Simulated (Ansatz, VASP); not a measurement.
# One calculation of Se, two programs

```xyz
1
Lattice="2.9013 0.0000 0.0000 0.0000 2.9013 0.0000 0.0000 0.0000 2.9013" Properties=species:S:1:pos:R:3 pbc="T T T"
Se    0.0000    0.0000    0.0000
```

This isn't the form of Se at room conditions, which is trigonal, of chains.

Alike in both runs: task single point; functional r2SCAN; k mesh 8 × 8 × 8; occupations fermi-dirac, width 0.1 eV; no spin polarisation.

|  | VASP | Ansatz |
| --- | --- | --- |
| version | VASP 6.6.1 | Ansatz 0.2.0 |
| potentials or method | VASP PAW PBE potentials, release 64 (Se) | plane waves, PAW |
| plane-wave cutoff (eV) | 520 | 600 |
| valence electrons in the cell | 6 | 16 |

VASP gave:

```
pressure (GPa) : -5.5
```

What did Ansatz give for the same quantities?

Pressure (GPa): -5.4.

The two sets of potentials don't hold the same shells in valence. Ansatz warned: «stress_scf_threshold_loose».

Caveats: the PAW data sets were made with another functional, which shifts forces and pressure a little (VASP).
